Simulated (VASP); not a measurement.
**GaN in VASP: one cell, several levels of theory**

What does VASP give for GaN (rocksalt), the cell held fixed? Runs: PBE, r2SCAN. This is a trial cell built on a prototype, not taken from a measured structure, and it needn't be the compound's ground state.

The runs shown are made with VASP 6.6.1. PAW datasets, plane waves. The cell comes from a prototype generator: it can be a known phase or a hypothetical one. Spin polarisation is off.

### Step 1. The system as given

The cell comes from an earlier relaxation with r2SCAN in another program.

The symmetry is Fm-3m (No. 225, cubic); a = 4.217 Å in the conventional setting, 9.37 Å³ an atom. Around Ga lie 6 N at 2.11 Å; around N lie 6 Ga at 2.11 Å.

The structure in full:

```cif
data_structure
_symmetry_space_group_name_H-M 'Fm-3m'
_symmetry_Int_Tables_number 225
_cell_length_a 4.2170
_cell_length_b 4.2170
_cell_length_c 4.2170
_cell_angle_alpha 90.000
_cell_angle_beta 90.000
_cell_angle_gamma 90.000
_cell_volume 74.99
loop_
_atom_site_label
_atom_site_type_symbol
_atom_site_symmetry_multiplicity
_atom_site_Wyckoff_symbol
_atom_site_fract_x
_atom_site_fract_y
_atom_site_fract_z
_atom_site_occupancy
Ga1 Ga 4 a 0.00000 0.00000 0.00000 1
N1 N 4 b 0.50000 0.00000 0.00000 1
```

### Step 2. PBE

Input file INCAR:

```
ENCUT = 520.000000
SIGMA = 0.020000
EDIFF = 1.00e-07
GGA = PE
PREC = Accurate
IBRION = -1
ISIF = 2
ISMEAR = -1
NBANDS = 16
NELM = 120
NSW = 0
LASPH = .TRUE.
LCHARG = .TRUE.
LELF = .TRUE.
LWAVE = .FALSE.
LREAL = .FALSE.
```

Input file KPOINTS:

```
KPOINTS created by Atomic Simulation Environment
0
Gamma
10 10 10
0 0 0
```

Input file KPOINTS_OPT:

```
special points
8
Reciprocal
0.0000000000 0.0000000000 0.0000000000 1
0.5000000000 0.0000000000 0.5000000000 1
0.6250000000 0.2500000000 0.6250000000 1
0.3750000000 0.3750000000 0.7500000000 1
0.5000000000 0.5000000000 0.5000000000 1
0.5000000000 0.2500000000 0.7500000000 1
0.0000000000 0.1744790000 -0.1770830000 1
0.0000000000 0.5000000000 0.5000000000 1
```

Input file POSCAR:

```
Ga N
 1.0000000000000000
     0.0000000000000000    2.1085152342992446    2.1085152342992446
     2.1085152342992446    0.0000000000000000    2.1085152342992446
     2.1085152342992446    2.1085152342992446    0.0000000000000000
 Ga  N
   1   1
Cartesian
 -0.0000000000000000  0.0000000000000000 -0.0000000000000000
  2.1085152342992446  2.1085152342992446  2.1085152342992446
```

Potentials: the recommended PBE PAW datasets, 18 valence electrons in the neutral cell.

Command:

```sh
> mpirun -np 1 vasp_std
```

Printed to the terminal (iteration lines stand in OSZICAR):

```text
POSCAR found type information on POSCAR GaN
 POSCAR found :  2 types and       2 ions
 LDA part: xc-table for (Slater+PW92), standard interpolation
 POSCAR, INCAR and KPOINTS ok, starting setup
 FFT: planning ... GRIDC
 FFT: planning ... GRID_SOFT
 FFT: planning ... GRID
 WAVECAR not read
 entering main loop
 Start KPOINTS_OPT (optional k-point list driver)
k-point batch [1-8\8]
```

OSZICAR:

```text
N       E                     dE             d eps       ncg     rms          rms(c)
DAV:   1     0.686833544426E+02    0.68683E+02   -0.92491E+03  1776   0.215E+03
DAV:   2    -0.906253721296E+01   -0.77746E+02   -0.73198E+02  1728   0.308E+02
DAV:   3    -0.129828586056E+02   -0.39203E+01   -0.39074E+01  1752   0.604E+01
DAV:   4    -0.130171912152E+02   -0.34333E-01   -0.34327E-01  1848   0.593E+00
DAV:   5    -0.130175961569E+02   -0.40494E-03   -0.40494E-03  1808   0.581E-01    0.737E+00
DAV:   6    -0.112070745285E+02    0.18105E+01   -0.43405E+00  2160   0.401E+01    0.239E+00
DAV:   7    -0.112000178146E+02    0.70567E-02   -0.23738E-01  1816   0.523E+00    0.157E+00
DAV:   8    -0.111871093455E+02    0.12908E-01   -0.31632E-02  1688   0.216E+00    0.522E-01
DAV:   9    -0.111852532122E+02    0.18561E-02   -0.68574E-03  1848   0.197E+00    0.115E-01
DAV:  10    -0.111852524111E+02    0.80108E-06   -0.59487E-04  1752   0.303E-01    0.190E-02
DAV:  11    -0.111852468690E+02    0.55421E-05   -0.43713E-05  1840   0.714E-02    0.111E-02
DAV:  12    -0.111852487481E+02   -0.18791E-05   -0.25313E-06  1800   0.288E-02    0.349E-03
DAV:  13    -0.111852486779E+02    0.70260E-07   -0.21488E-07  1664   0.442E-03
   1 F= -.11185249E+02 E0= -.11185249E+02  d E =-.762324E-09
       N       E                     dE             ncg
DAV:   1     0.110484297558E+04   -0.55745E+04      304
DAV:   2     0.483547612426E+03   -0.62130E+03      288
DAV:   3     0.452370936810E+03   -0.31177E+02      296
DAV:   4     0.452113885977E+03   -0.25705E+00      328
DAV:   5     0.452110288103E+03   -0.35979E-02      328
DAV:   6     0.452110194910E+03   -0.93193E-04      352
DAV:   7     0.452110192985E+03   -0.19254E-05      280
DAV:   8     0.452110192904E+03   -0.80514E-07      312
```

The lines after F= are the extra pass for the points of KPOINTS_OPT, at fixed density; their E is not a total energy.

OUTCAR, selected sections:

```text
k-points           NKPTS =     47   k-points in BZ     NKDIM =     47   number of bands    NBANDS=     16

   NELECT =      18.0000    total number of electrons

   dimension x,y,z NGX =    24 NGY =   24 NGZ =   24
   dimension x,y,z NGXF=    48 NGYF=   48 NGZF=   48

  energy-cutoff  :      520.00
  volume of cell :       18.75
      direct lattice vectors                 reciprocal lattice vectors
     0.000000000  2.108515234  2.108515234    -0.237133691  0.237133691  0.237133691
     2.108515234  0.000000000  2.108515234     0.237133691 -0.237133691  0.237133691
     2.108515234  2.108515234  0.000000000     0.237133691  0.237133691 -0.237133691

 k-points in reciprocal lattice and weights: KPOINTS created by Atomic Simulation Env
   0.00000000  0.00000000  0.00000000       0.001
   0.10000000  0.00000000  0.00000000       0.008
   0.20000000  0.00000000  0.00000000       0.008
   0.30000000  0.00000000  0.00000000       0.008
   0.40000000  0.00000000  0.00000000       0.008
   0.50000000  0.00000000  0.00000000       0.004
   0.10000000  0.10000000  0.00000000       0.006
   0.20000000  0.10000000  0.00000000       0.024
[... 39 more k-points ...]

 E-fermi :   8.3075

 k-point     1 :       0.0000    0.0000    0.0000
  band No.  band energies     occupation
      1      -9.3874      2.00000
      2      -6.0026      2.00000
      3      -6.0026      2.00000
      4      -6.0026      2.00000
      5      -5.9066      2.00000
      6      -5.9066      2.00000
      7       7.4653      2.00000
      8       7.4653      2.00000
      9       7.4653      2.00000
     10      10.2989      0.00000
     11      22.7472      0.00000
     12      22.7472      0.00000
     13      22.7472      0.00000
     14      23.9036      0.00000
     15      23.9036      0.00000
     16      23.9184      0.00000

 k-point     2 :       0.1000    0.0000    0.0000
  band No.  band energies     occupation
      1      -9.1913      2.00000
      2      -6.0106      2.00000
      3      -5.9930      2.00000
      4      -5.9930      2.00000
      5      -5.9194      2.00000
      6      -5.9194      2.00000
      7       6.2879      2.00000
      8       7.4877      2.00000
      9       7.4877      2.00000
     10      11.2542      0.00000
     11      20.3182      0.00000
     12      21.9618      0.00000
     13      21.9618      0.00000
     14      23.8055      0.00000
     15      24.0111      0.00000
     16      24.0111      0.00000

 k-point     3 :       0.2000    0.0000    0.0000
  band No.  band energies     occupation
      1      -8.6231      2.00000
      2      -6.0316      2.00000
      3      -6.0175      2.00000
      4      -6.0175      2.00000
      5      -5.9026      2.00000
      6      -5.9026      2.00000
      7       4.2487      2.00000
      8       7.5560      2.00000
      9       7.5560      2.00000
     10      12.5223      0.00000
     11      18.2632      0.00000
     12      20.1917      0.00000
     13      20.1917      0.00000
     14      23.5543      0.00000
     15      25.0749      0.00000
     16      25.0749      0.00000

 k-point     4 :       0.3000    0.0000    0.0000
  band No.  band energies     occupation
      1      -7.7599      2.00000
      2      -6.0848      2.00000
      3      -6.0848      2.00000
      4      -6.0590      2.00000
      5      -5.8433      2.00000
      6      -5.8433      2.00000
      7       2.1672      2.00000
      8       7.6615      2.00000
      9       7.6615      2.00000
     10      13.0376      0.00000
     11      17.3988      0.00000
     12      18.5806      0.00000
     13      18.5807      0.00000
     14      23.6153      0.00000
     15      26.8952      0.00000
     16      26.8952      0.00000

 k-point     5 :       0.4000    0.0000    0.0000
  band No.  band energies     occupation
      1      -6.8099      2.00000
      2      -6.1424      2.00000
      3      -6.1424      2.00000
      4      -6.0937      2.00000
      5      -5.7911      2.00000
      6      -5.7911      2.00000
      7       0.4413      2.00000
      8       7.7671      2.00000
      9       7.7671      2.00000
     10      12.8592      0.00000
     11      17.4004      0.00000
     12      17.5015      0.00000
     13      17.5016      0.00000
     14      24.0789      0.00000
     15      29.2595      0.00000
     16      29.2595      0.00000

 k-point     6 :       0.5000    0.0000    0.0000
  band No.  band energies     occupation
      1      -6.2216      2.00000
      2      -6.2194      2.00000
      3      -6.1645      2.00000
      4      -6.1645      2.00000
      5      -5.7707      2.00000
      6      -5.7707      2.00000
      7      -0.3021      2.00000
      8       7.8129      2.00000
      9       7.8129      2.00000
     10      12.7093      0.00000
     11      17.1214      0.00000
     12      17.1214      0.00000
     13      17.4810      0.00000
     14      24.4070      0.00000
     15      31.2140      0.00000
     16      31.2140      0.00000

 k-point     7 :       0.1000    0.1000    0.0000
  band No.  band energies     occupation
      1      -9.1308      2.00000
      2      -6.0203      2.00000
      3      -5.9810      2.00000
      4      -5.9810      2.00000
      5      -5.9542      2.00000
      6      -5.8959      2.00000
      7       6.4296      2.00000
      8       7.2125      2.00000
      9       7.2125      2.00000
     10      11.5955      0.00000
     11      20.5575      0.00000
     12      20.9373      0.00000
     13      21.7335      0.00000
     14      21.7335      0.00000
     15      25.9919      0.00000
     16      25.9919      0.00000

 k-point     8 :       0.2000    0.1000    0.0000
  band No.  band energies     occupation
      1      -8.7043      2.00000
      2      -6.0389      2.00000
      3      -6.0134      2.00000
      4      -5.9741      2.00000
      5      -5.9293      2.00000
      6      -5.8787      2.00000
      7       4.9067      2.00000
      8       7.0299      2.00000
      9       7.2973      2.00000
     10      12.7081      0.00000
     11      18.4887      0.00000
     12      19.2022      0.00000
     13      20.9734      0.00000
     14      22.3389      0.00000
     15      26.1869      0.00000
     16      26.9469      0.00000

 k-point     9 :       0.3000    0.1000    0.0000
  band No.  band energies     occupation
      1      -7.9855      2.00000
      2      -6.0848      2.00000
      3      -6.0357      2.00000
      4      -6.0201      2.00000
      5      -5.8405      2.00000
      6      -5.8285      2.00000
      7       2.9265      2.00000
      8       7.0081      2.00000
      9       7.3622      2.00000
     10      13.5014      0.00000
     11      16.7089      0.00000
     12      18.3702      0.00000
     13      19.7287      0.00000
     14      23.2864      0.00000
     15      26.5098      0.00000
     16      28.2359      0.00000

 k-point    10 :       0.4000    0.1000    0.0000
  band No.  band energies     occupation
      1      -7.1922      2.00000
      2      -6.1410      2.00000
      3      -6.0838      2.00000
      4      -5.9976      2.00000
      5      -5.7817      2.00000
      6      -5.6752      2.00000
      7       1.0861      2.00000
      8       7.1624      2.00000
      9       7.2320      2.00000
     10      13.5980      0.00000
     11      15.7182      0.00000
     12      18.3953      0.00000
     13      18.5222      0.00000
     14      24.2066      0.00000
     15      27.6589      0.00000
     16      30.2116      0.00000

 k-point    11 :       0.5000    0.1000    0.0000
  band No.  band energies     occupation
      1      -6.7386      2.00000
      2      -6.1799      2.00000
      3      -6.1305      2.00000
      4      -5.9412      2.00000
      5      -5.7671      2.00000
      6      -5.4189      2.00000
      7      -0.0539      2.00000
      8       6.9634      2.00000
      9       7.4432      2.00000
     10      13.4696      0.00000
     11      15.4332      0.00000
     12      17.7146      0.00000
     13      18.6153      0.00000
     14      25.0690      0.00000
     15      29.0363      0.00000
     16      31.2820      0.00000

 k-point    12 :      -0.4000    0.1000    0.0000
  band No.  band energies     occupation
      1      -6.7911      2.00000
      2      -6.1806      2.00000
      3      -6.1401      2.00000
      4      -5.9577      2.00000
      5      -5.7932      2.00000
      6      -5.4857      2.00000
      7       0.2075      2.00000
      8       6.6817      2.00000
      9       7.7400      2.00000
     10      13.5470      0.00000
     11      15.7014      0.00000
     12      17.5096      0.00000
     13      18.5685      0.00000
     14      25.2540      0.00000
     15      28.8413      0.00000
     16      29.9181      0.00000

[... the tables of k-points 13 to 47 left out ...]

  Total        1.0631045      1.0631045      1.0631045      0.0000000      0.0000000      0.0000000
  in kB       90.8502905     90.8502905     90.8502905      0.0000000      0.0000000      0.0000000
  external PRESSURE =      90.8502905 kB  Pullay stress =       0.0000000 kB

 POSITION                                       TOTAL-FORCE (eV/Angst)
 -----------------------------------------------------------------------------------
      0.00000      0.00000      0.00000        -0.000000     -0.000000      0.000000
      2.10852      2.10852      2.10852         0.000000      0.000000     -0.000000
 -----------------------------------------------------------------------------------
    total drift:                                0.000000     -0.000000     -0.000000

  FREE ENERGIE OF THE ION-ELECTRON SYSTEM (eV)
  ---------------------------------------------------
  free  energy   TOTEN  =       -11.1852486779 eV

  energy  without entropy=      -11.1852486771  energy(sigma->0) =      -11.18524868
```

Wall time 11 s (1 MPI rank of Intel Xeon Platinum 8488C, shared host); peak memory 0.15 GiB.

The levels at the points of KPOINTS_OPT are read from vasprun.xml.

Band energies at the special points (eV, zero at the top of v, the last band that the electrons fill by count):

```csv
point,v−1,v,c,c+1
Γ,-0.53,-0.53,2.30,14.75
X,-3.08,-3.08,0.62,7.83
U,-5.77,-2.14,3.21,8.99
K,-5.77,-2.14,3.21,8.99
L,-0.18,-0.18,4.71,9.13
W,-5.39,-4.65,5.16,9.94
```

PBE gives an indirect gap of 0.62 eV, from (0.00, 0.17, -0.18) to X; the least direct gap is 2.83 eV. Pressure: 9.09 GPa; the forces vanish within 0.01 eV/Å.

The maps below are laid out on this run's own conventional cell (a, b, c = 4.217, 4.217, 4.217 Å).

Density in a lattice plane of the grid's cell (edges 4.22 and 4.22 Å, at 0.000 of the third edge), which holds Ga and N.

Values in e/Å³, 12 rows by 12 columns:
```
10.22  6.12  1.32  0.44  0.90  2.23  3.14  2.23  0.90  0.43  1.33  6.13
 2.35  1.32  0.38  0.26  0.45  0.90  1.25  0.90  0.45  0.26  0.38  1.33
 0.56  0.44  0.26  0.20  0.26  0.44  0.56  0.43  0.26  0.20  0.26  0.43
 1.25  0.90  0.45  0.26  0.38  1.32  2.35  1.33  0.38  0.26  0.45  0.90
 3.14  2.23  0.90  0.44  1.32  6.12 10.22  6.13  1.33  0.43  0.90  2.23
 3.64  3.14  1.25  0.56  2.35 10.22 16.62 10.22  2.35  0.56  1.25  3.14
 3.14  2.23  0.90  0.43  1.33  6.13 10.22  6.12  1.32  0.44  0.90  2.23
 1.25  0.90  0.45  0.26  0.38  1.33  2.35  1.32  0.38  0.26  0.45  0.90
 0.56  0.43  0.26  0.20  0.26  0.43  0.56  0.44  0.26  0.20  0.26  0.44
 2.35  1.33  0.38  0.26  0.45  0.90  1.25  0.90  0.45  0.26  0.38  1.32
10.22  6.13  1.33  0.43  0.90  2.23  3.14  2.23  0.90  0.44  1.32  6.12
16.62 10.22  2.35  0.56  1.25  3.14  3.64  3.14  1.25  0.56  2.35 10.22
```
Columns run along the first of these edges and rows up along the second, over one cell in 12 and 12 even steps from the bottom left corner. Atoms in the plane (fractional): Ga at (0.00, 0.00), Ga at (0.50, 0.50), N at (0.00, 0.50), N at (0.50, 1.00).

ELF in the same plane.

Ten even steps from ' ' (0.03) to '@' (0.82):
```
      ..::--==##@@@@%%++--++%%@@@@##==--::..    
      ..::::==**@@@@@@%%%%%%@@@@@@**==::::..    
....::::::::--++##%%@@@@@@@@@@%%##++--::::::::..
----::::....::--==**##%%%%%%##**==--::....::::--
++====--::......::--====++====--::......::--====
%%%%##**==--::....::::------::::....::--==**##%%
@@@@@@%%##++--::::::::......::::::::--++##%%@@@@
%%%%@@@@@@**==::::..          ..::::==**@@@@@@%%
--++%%@@@@##==--::..          ..::--==##@@@@%%++
  ::##@@@@##++--::..    ::    ..::--++##@@@@##::
--++%%@@@@##==--::..          ..::--==##@@@@%%++
%%%%@@@@@@**==::::..          ..::::==**@@@@@@%%
@@@@@@%%##++--::::::::......::::::::--++##%%@@@@
%%%%##**==--::....::::------::::....::--==**##%%
++====--::......::--====++====--::......::--====
----::::....::--==**##%%%%%%##**==--::....::::--
....::::::::--++##%%@@@@@@@@@@%%##++--::::::::..
      ..::::==**@@@@@@%%%%%%@@@@@@**==::::..    
      ..::--==##@@@@%%++--++%%@@@@##==--::..    
::    ..::--++##@@@@##::  ::##@@@@##++--::..    
```
Columns run along the first of these edges and rows up along the second, over one cell in 24 and 20 even steps from the bottom left corner. Atoms in the plane (fractional): Ga at (0.00, 0.00), Ga at (0.50, 0.50), N at (0.00, 0.50), N at (0.50, 1.00).

Both are smooth fields of the valence electrons: close to the nuclei they are not physical.

Maxima of ELF outside the ion cores: 0.82 in the shell around N, 0.6 Å from N.

(Part 1 of 2 ends here.)
